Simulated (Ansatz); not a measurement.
BP: the gap against volume

BP, F-43m, a = 4.548 Å. Ansatz: PBE, PAW, 420 eV, Γ-centred 10×10×10 mesh on 2 atoms, Gaussian smearing 0.02 eV; no spin polarisation. Symmetry fixes shape and atoms, so the cell is only scaled; x = ln(V/V0) with V0 = 11.761 Å³/atom. The gap is read at the mesh points alone.

```
      x gap y (eV)
-0.1278       1.074
-0.0943       1.122
-0.0619       1.167
-0.0305       1.211
 0.0000       1.253
 0.0296       1.292
 0.0583           ?
 0.0953       1.376
```

Question: Fit a straight line to the other rows, give the volume deformation potential of the gap and its pressure coefficient, and predict the missing gap. B0 = 161.8 GPa.

Answer: Means x = -0.02709, y = 1.2136; Σ(Δx)² = 0.03481, ΣΔxΔy = 0.04723; the slope is their ratio. y = 1.250 + 1.357 x. The slope is the deformation potential a = dE_g/d ln V = 1.36 eV, and dE_g/dP = −a/B0 = -8.39 meV/GPa. At x = 0.0583 the fit asked for gives 1.329 eV. The run gave 1.329 eV, the same to the digits shown.

Semilocal functionals give gaps under the measured ones; changes of the gap mostly carry over better.